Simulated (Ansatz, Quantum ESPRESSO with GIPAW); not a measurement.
# C_Q, η_Q and the second-order shift of 17O in SiO2

A plane-wave PAW calculation (PBEsol, Ansatz) gives this electric field gradient, in 10²¹ V/m² and Cartesian axes, at one O site of SiO2 (atom 9; bridging Si-O-Si, 141°; site symmetry 1):

```
      5.0072        4.5013       -4.1617
      4.5013       -2.0946       -3.3915
     -4.1617       -3.3915       -2.9126
```

17O has spin 5/2, Q = -0.02558 barn and |γ|/2π = 5.7742 MHz/T. The cell is the Pnnm form of a database entry, atoms relaxed, static and at 0 K. 

**Task.** Find C_Q, η_Q and ν_Q, and the shift and width of the central transition under fast MAS at 11.7 T and 18.8 T.

1. The tensor is symmetric and traceless. Its eigenvalues, ordered by size, are V_xx = -3.4998, V_yy = -5.9227 and V_zz = 9.4225.

2. η_Q = (V_xx − V_yy)/V_zz = 0.257.

3. C_Q = eQV_zz/h. One unit of 10²¹ V/m² with one barn gives 24.18 MHz, so C_Q = 24.18 × −0.02558 × 9.4225 = -5.828 MHz. A spectrum shows its size, not its sign.

4. ν_Q = 3C_Q/[2I(2I−1)] = 0.874 MHz in size, and P_Q = |C_Q|√(1 + η²/3) = 5.892 MHz.

5. The resonances lie at ν0 = 67.56 and 108.56 MHz, so ν_Q/ν0 is 0.013 at most and second order holds. The centre of gravity moves by δ_Q = −(3/40)(P_Q/ν0)² F × 10⁶ ppm, with F = [I(I+1) − 3/4]/[I²(2I−1)²] = 0.08: -45.6 ppm at 11.7 T and -17.7 ppm at 18.8 T.

6. Summing the second-order term over orientations gives a full width of 104 ppm (7.0 kHz) and 40.3 ppm (4.4 kHz). In ppm both fall as 1/B²: (11.7/18.8)² = 0.387. The spinning rate must pass the static width for this shape to show cleanly.

[Banner, clock, file and message-heading lines were taken out of the pw.x and gipaw.x logs.]

[Logs are printed without paths, hosts, clocks, repeated set-up lines and the standing remarks that a program may print on its own settings, such as how far it seeks lower states.]

[Hosts, paths, dates, database ids (printed as entryN), source tags and the programs' standing remarks are cut or masked in the printed files.]
